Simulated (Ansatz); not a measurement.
CO2 under changes of volume

One of the cells (7.836 Å³/atom); the others are scaled copies at fixed shape and fractional positions:

```
CELL_PARAMETERS angstrom
-1.97473 1.97473 3.01406
1.97473 -1.97473 3.01406
1.97473 1.97473 -3.01406
ATOMIC_POSITIONS crystal
O 0.87500 0.95980 0.58480
O 0.37500 0.29020 0.41520
O 0.04020 0.62500 0.91520
O 0.70980 0.12500 0.08480
C 0.00000 0.00000 0.00000
C 0.75000 0.25000 0.50000
```

The cell comes from a database or a generator and needn't be the stable form of this composition.

| Property | Result |
| --- | --- |
| Program | Ansatz 0.2.0 |
| Functional | PBEsol |
| Potentials or basis | all-electron LAPW, scalar-relativistic |
| Cutoff | 607 eV (chosen from the basis error) |
| Basis error allowed | 0.001 eV/atom |
| k mesh | 9 × 9 × 9 |
| Occupations | fermi-dirac, width 0.05 eV |
| Spin | no spin polarisation |

```tsv
volume (Å³/atom)	energy over the lowest point (meV/atom)	pressure (GPa)	gap on the mesh (eV)	largest force (eV/Å)
7.366	?	?	?	?
7.522	1.80	4.8	7.75	0.403
7.679	0.00	-1.0	7.66	0.093
7.836	3.63	-6.3	7.58	0.192
7.992	12.15	-11.0	7.49	0.456
8.149	25.04	-15.3	7.40	0.699
8.306	41.86	-19.1	7.30	0.923
```

Task: What does the run at 7.366 Å³/atom give?

Result: Energy over the lowest point 9.63 meV/atom; pressure 11.3 GPa; gap on the mesh 7.83 eV; largest force 0.738 eV/Å.

Worked out: A Birch-Murnaghan fit of order 3 (a polynomial in V^(-2/3)) to the other rows has its minimum at 7.65 Å³/atom with B0 = V·E''(V) = 278 GPa and B' = 4.5 at fixed shape and positions, which overstates the stiffness. It gives 9.68 meV/atom at 7.366 Å³/atom, against the run's 9.63, and -dE/dV = 11.4 GPa, against 11.3. A straight line through the other rows of the gap, of slope -4.5 eV per unit of ln V, extrapolates to 7.85 eV, against the run's 7.83.

Energies are extrapolated to zero smearing.

Caveats: an odd mesh through Γ misses points on the zone boundary, where band edges often lie.
